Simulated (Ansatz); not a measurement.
# Convex hull of Be–S

Computed with DFT PBE, scalar-relativistic, plane waves, PAW (Ansatz). All cells share a 420 eV cutoff and Γ-centred k meshes spaced at most about 0.3 Å⁻¹ (about 0.25 or finer for metals, 2π included). No spin polarisation.

The zero of energy is the elements' standard structures at the same level; no fitted shifts are applied.

All energies are static (0 K, no zero-point motion). Weakly bound directions are ill-defined at this level, which has no dispersion term (Be2S Pnma, BeS2 P-42_1m, BeS5 P4/mmm). Kohn–Sham gaps at this level usually fall short of measured ones. The reference form of S is held partly by dispersion forces, which this level lacks.

Database cells and invented structures were relaxed alike (other known phases may be missing); the table has the lowest at each composition. The lowest database cell of S (-0.001) lies slightly below the reference, and the hull starts from that value.

| phase | lowest structure | reached from | V (Å³/atom) | ΔE_f (eV/atom) | above hull (eV/atom) | gap on mesh (eV) |
| --- | --- | --- | --- | --- | --- | --- |
| Be7S | Amm2 (No. 38) | a relaxed cell, shaken at random and relaxed again | 9.8 | 0.134 | 0.401 | 0.00 |
| Be6S | C222 (No. 21) | a relaxed cell, shaken at random and relaxed again | 10.2 | 0.023 | 0.328 | 0.00 |
| Be4S | P-43m (No. 215) | SnI4 type (P-43m) | 11.6 | 0.230 | 0.658 | 0.00 |
| Be2S | Pnma (No. 62) | a cell proposed by chemical analogy | 15.1 | -0.337 | 0.377 | 0.00 |
| Be3S2 | Imm2 (No. 44) | 4-connected net, two elements spread over the vertices, changed on relaxing | 16.1 | -0.482 | 0.374 | 0.00 |
| BeS | F-43m (No. 216) | a cell as deposited in COD | 14.5 | -1.070 | 0.000 | 3.15 |
| Be3S5 | I-4m2 (No. 119) | a cell proposed by chemical analogy | 17.4 | -0.518 | 0.285 | 0.40 |
| BeS2 | P-42_1m (No. 113) | a cell proposed by chemical analogy | 21.5 | -0.586 | 0.128 | 2.41 |
| BeS5 | P4/mmm (No. 123) | random cell | 34.9 | 0.314 | 0.672 | 0.00 |

On the hull of the phases computed: BeS.

BeS2 in this cell would release 128 meV/atom by parting into 33.3 % S + 66.7 % BeS (shares of atoms). Be3S5 in this cell would release 285 meV/atom by parting into 25.0 % S + 75.0 % BeS (shares of atoms). Be6S in this cell would release 0.33 eV/atom by parting into 71.4 % Be + 28.6 % BeS (shares of atoms). Some candidate types were left out of the draw beforehand, so a known form may be missing.
